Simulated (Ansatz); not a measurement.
Trial structure of C, not yet relaxed:

```cif
data_structure
_symmetry_space_group_name_H-M 'P 1'
_symmetry_Int_Tables_number 1
_cell_length_a 5.2194
_cell_length_b 3.0243
_cell_length_c 5.5700
_cell_angle_alpha 67.434
_cell_angle_beta 32.349
_cell_angle_gamma 80.217
_cell_volume 41.27
loop_
_atom_site_label
_atom_site_type_symbol
_atom_site_fract_x
_atom_site_fract_y
_atom_site_fract_z
_atom_site_occupancy
C1 C 0.24317 0.24317 0.25683 1
C2 C 0.99317 0.99317 0.00683 1
C3 C 0.98702 0.51167 0.23342 1
C4 C 0.51167 0.98702 0.26789 1
C5 C 0.98211 0.01658 0.73833 1
C6 C 0.01658 0.98211 0.26298 1
```

Method: Ansatz 0.2.0, DFT PBE, scalar-relativistic, plane waves, PAW. Settings: cutoff 420 eV, Γ-centred mesh 6×6×6 on the computed 6-atom cell, Gaussian smearing of 0.10 eV; no spin polarisation.

Energies count from the standard state of C at the same level.

Question: Estimate its pressure, forces and energy as it stands.

Answer: The pressure is 17.7 GPa (the mean over three directions, positive in compression), the largest force is 2.98 eV/Å, and the energy is +2.39 eV/atom against the standard state. The shortest distance is 1.50 Å.

Question: Is it a good guess?

Answer: A rough one: relaxing gains about 0.67 eV/atom in 25 ionic steps and ends at +1.713 eV/atom on the finer mesh. The symmetry stays Fdd2 (No. 43). The volume per atom grows by 9.5 %, from 6.9 to 7.5 Å³. The shortest distance goes from 1.50 Å (C–C) to 1.47 Å (C–C). Conventional cell: a = 4.378 Å, b = 9.098 Å, c = 4.537 Å. C on a site of symmetry 2 has 4 C at 1.47–1.51 Å; around C on a site of symmetry 1 lie 4 C at 1.47–1.58 Å.

The last run used a 10×10×10 mesh for its 6-atom cell and Gaussian smearing of 0.02 eV. The reference form of C is held partly by dispersion forces, which this level lacks. The relaxation can't lower the symmetry of the start, and the grade says only how near the guess is to its own end. A later test with randomly moved atoms led to a structure 346 meV/atom lower, so this end is a saddle point or a shallow minimum.
